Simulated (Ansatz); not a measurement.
**Ge: sliding across a plane**

The task, for Ge: slide the crystal rigidly across a (1 1 0) plane.

Computed with Ansatz 0.2.0 (DFT PBEsol, scalar-relativistic, plane waves, PAW, unless a step's input says otherwise).

2 further runs of the same task are left out: 2 set aside as unsound or not needed.

**1. The structure to begin with**

It takes space group R-3 (No. 148, trigonal). Conventional cell: a = 9.846 Å, b = 9.846 Å, c = 5.859 Å, α = 90.00°, β = 90.00°, γ = 120.00°. Around Ge (site symmetry 3) lie 4 Ge at 2.48 to 2.53 Å. Ge (site symmetry 1) is surrounded by 4 Ge at 2.48 to 2.49 Å.

Structure file:

```xyz
16
Lattice="4.9230 -2.8423 -1.9531 0.0000 0.0000 -5.8593 4.9230 8.5269 0.0000" Properties=species:S:1:pos:R:3 pbc="T T T"
Ge    4.9230    2.8423   -5.5704
Ge    0.0000    0.0000   -1.6642
Ge    4.9230    2.8423   -2.2420
Ge    0.0000    0.0000   -4.1952
Ge    1.4961    1.9582   -1.3868
Ge    6.4191    4.8005   -5.2930
Ge    2.4791    3.1589   -5.2930
Ge    7.4022    6.0012   -3.3399
Ge    5.8708    6.2522   -1.3868
Ge    5.8708    0.5676   -5.2930
Ge    8.3500    3.7264   -6.4257
Ge    3.4269    0.8841   -2.5195
Ge    7.3669    2.5257   -2.5195
Ge    2.4439   -0.3166   -4.4726
Ge    3.9753   -0.5676   -6.4257
Ge    3.9753    5.1171   -2.5195
```

It goes back to an entry of the Materials Project, which need not be the stable form.

It is built from the cell relaxed beforehand with the same method (20.50 Å³/atom).

**2. The undisturbed cell**

Input file input.yaml:

```yaml
crystal:
  lattice:
    - [4.9230363838, -2.8423163814, -1.9531127743]
    - [0.0, 0.0, -5.8593383228]
    - [4.9230363838, 8.5269491442, 0.0]
  atoms:
    - { symbol: Ge, position: [0.5, 0.7840217696, 0.5] }
    - { symbol: Ge, position: [0.0, 0.2840217696, 0.0] }
    - { symbol: Ge, position: [0.5, 0.2159782304, 0.5] }
    - { symbol: Ge, position: [0.0, 0.7159782304, 0.0] }
    - { symbol: Ge, position: [0.0556899243, 0.2181118872, 0.2482103253] }
    - { symbol: Ge, position: [0.5556899243, 0.7181118872, 0.7482103253] }
    - { symbol: Ge, position: [0.0998395499, 0.870062012, 0.4037397995] }
    - { symbol: Ge, position: [0.5998395499, 0.370062012, 0.9037397995] }
    - { symbol: Ge, position: [0.3444705257, 0.1218516867, 0.8480498752] }
    - { symbol: Ge, position: [0.8444705257, 0.6218516867, 0.3480498752] }
    - { symbol: Ge, position: [0.9443100757, 0.7818881128, 0.7517896747] }
    - { symbol: Ge, position: [0.4443100757, 0.2818881128, 0.2517896747] }
    - { symbol: Ge, position: [0.9001604501, 0.129937988, 0.5962602005] }
    - { symbol: Ge, position: [0.4001604501, 0.629937988, 0.0962602005] }
    - { symbol: Ge, position: [0.6555294743, 0.8781483133, 0.1519501248] }
    - { symbol: Ge, position: [0.1555294743, 0.3781483133, 0.6519501248] }
basis:
  ecutwfc: 420
kpoints:
  mp_grid: { grid: [7, 7, 4] }
hamiltonian:
  xc: pbesol
scf:
  occupations: { method: gaussian, width: 0.15 }
output:
  forces: true
  stress: true
  eigenvalues: true
```

On the command line:

```
ansatz run input.yaml --threads 2 --pin off --max-ram 5120MiB --backend cpu --events-out ev --progress --plain --runs-dir out
```

**3. The scan: sliding across a plane**

The cut lies on the cell's a–b face, a (1 1 0) plane of area 33.31 Å², between layers 0.95 Å apart (Ge below, Ge above); the cell is 9.8 Å thick. Vector c is tilted by f times 1·a + 1·b (length 9.662 Å) with the atoms' Cartesian places fixed: one unrelaxed fault per cell.

**4. f = 0.167**

Input file input.yaml:

```yaml
crystal:
  lattice:
    - [4.9230363838, -2.8423163814, -1.9531127743]
    - [0.0, 0.0, -5.8593383228]
    - [5.743706549, 8.0531350034, -1.3023355979]
  atoms:
    - { symbol: Ge, position: [0.46664333, 0.7506650996, 0.2001] }
    - { symbol: Ge, position: [-0.11670667, 0.1673150996, 0.7001] }
    - { symbol: Ge, position: [0.46664333, 0.1826215604, 0.2001] }
    - { symbol: Ge, position: [-0.11670667, 0.5992715604, 0.7001] }
    - { symbol: Ge, position: [-0.1023934069, 0.060028556, 0.9483103253] }
    - { symbol: Ge, position: [0.4809565931, 0.643378556, 0.4483103253] }
    - { symbol: Ge, position: [0.0825294553, 0.8527519174, 0.1038397995] }
    - { symbol: Ge, position: [0.4991794553, 0.2694019174, 0.6038397995] }
    - { symbol: Ge, position: [0.2530939415, 0.0304751025, 0.5481498752] }
    - { symbol: Ge, position: [0.8364439415, 0.6138251025, 0.0481498752] }
    - { symbol: Ge, position: [0.8689800669, 0.706558104, 0.4518896747] }
    - { symbol: Ge, position: [0.2856300669, 0.123208104, 0.9518896747] }
    - { symbol: Ge, position: [0.8507572047, 0.0805347426, 0.2963602005] }
    - { symbol: Ge, position: [0.2674072047, 0.4971847426, 0.7963602005] }
    - { symbol: Ge, position: [0.5134927185, 0.7361115575, 0.8520501248] }
    - { symbol: Ge, position: [0.0968427185, 0.3194615575, 0.3520501248] }
basis:
  ecutwfc: 420
kpoints:
  mp_grid: { grid: [7, 7, 4] }
hamiltonian:
  xc: pbesol
scf:
  occupations: { method: gaussian, width: 0.15 }
output:
  forces: true
  stress: true
  eigenvalues: true
```

**5. At f = 0.333**

Input file input.yaml:

```yaml
crystal:
  lattice:
    - [4.9230363838, -2.8423163814, -1.9531127743]
    - [0.0, 0.0, -5.8593383228]
    - [6.5638844105, 7.5796050943, -2.6038899507]
  atoms:
    - { symbol: Ge, position: [0.43330667, 0.7173284396, 0.2001] }
    - { symbol: Ge, position: [-0.23334333, 0.0506784396, 0.7001] }
    - { symbol: Ge, position: [0.43330667, 0.1492849004, 0.2001] }
    - { symbol: Ge, position: [-0.23334333, 0.4826349004, 0.7001] }
    - { symbol: Ge, position: [-0.2603819071, -0.0979599442, 0.9483103253] }
    - { symbol: Ge, position: [0.4062680929, 0.5686900558, 0.4483103253] }
    - { symbol: Ge, position: [0.0652297447, 0.8354522068, 0.1038397995] }
    - { symbol: Ge, position: [0.3985797447, 0.1688022068, 0.6038397995] }
    - { symbol: Ge, position: [0.1617721723, -0.0608466667, 0.5481498752] }
    - { symbol: Ge, position: [0.8284221723, 0.6058033333, 0.0481498752] }
    - { symbol: Ge, position: [0.7936952471, 0.6312732842, 0.4518896747] }
    - { symbol: Ge, position: [0.1270452471, -0.0353767158, 0.9518896747] }
    - { symbol: Ge, position: [0.8013835953, 0.0311611332, 0.2963602005] }
    - { symbol: Ge, position: [0.1347335953, 0.3645111332, 0.7963602005] }
    - { symbol: Ge, position: [0.3715411677, 0.5941600067, 0.8520501248] }
    - { symbol: Ge, position: [0.0381911677, 0.2608100067, 0.3520501248] }
basis:
  ecutwfc: 420
kpoints:
  mp_grid: { grid: [7, 7, 4] }
hamiltonian:
  xc: pbesol
scf:
  occupations: { method: gaussian, width: 0.15 }
output:
  forces: true
  stress: true
  eigenvalues: true
```

**6. Point f = 0.500**

Input file input.yaml:

```yaml
crystal:
  lattice:
    - [4.9230363838, -2.8423163814, -1.9531127743]
    - [0.0, 0.0, -5.8593383228]
    - [7.3845545757, 7.1057909535, -3.9062255486]
  atoms:
    - { symbol: Ge, position: [0.39995, 0.6839717696, 0.2001] }
    - { symbol: Ge, position: [-0.35005, -0.0660282304, 0.7001] }
    - { symbol: Ge, position: [0.39995, 0.1159282304, 0.2001] }
    - { symbol: Ge, position: [-0.35005, 0.3659282304, 0.7001] }
    - { symbol: Ge, position: [-0.4184652384, -0.2560432754, 0.9483103253] }
    - { symbol: Ge, position: [0.3315347616, 0.4939567245, 0.4483103253] }
    - { symbol: Ge, position: [0.0479196502, 0.8181421123, 0.1038397995] }
    - { symbol: Ge, position: [0.2979196501, 0.0681421123, 0.6038397995] }
    - { symbol: Ge, position: [0.0703955881, -0.1522232509, 0.5481498752] }
    - { symbol: Ge, position: [0.8203955881, 0.5977767491, 0.0481498752] }
    - { symbol: Ge, position: [0.7183652384, 0.5559432755, 0.4518896747] }
    - { symbol: Ge, position: [-0.0316347617, -0.1940567245, 0.9518896747] }
    - { symbol: Ge, position: [0.7519803499, -0.0182421122, 0.2963602005] }
    - { symbol: Ge, position: [0.0019803498, 0.2317578878, 0.7963602005] }
    - { symbol: Ge, position: [0.2295044119, 0.4521232509, 0.8520501248] }
    - { symbol: Ge, position: [-0.0204955881, 0.2021232509, 0.3520501248] }
basis:
  ecutwfc: 420
kpoints:
  mp_grid: { grid: [7, 7, 4] }
hamiltonian:
  xc: pbesol
scf:
  occupations: { method: gaussian, width: 0.15 }
output:
  forces: true
  stress: true
  eigenvalues: true
```

(Steps that only read results are left out.)

Before running it: what results should come out? Wanted: largest shear traction sampled.

**Answer**, as computed:

| quantity | value |
| --- | --- |
| highest fault energy sampled | 9207 mJ/m² at f = 0.500 |
| largest shear traction sampled | 103.9 GPa |

In words: Of the points run, the one at f = 0.500 is highest, 9207 mJ/m². The values are for rigid blocks: relaxation normal to the plane would bring them down. Where forces pass 15 eV/Å atoms stand far too close, the PAW spheres overlap strongly and those numbers are rough.
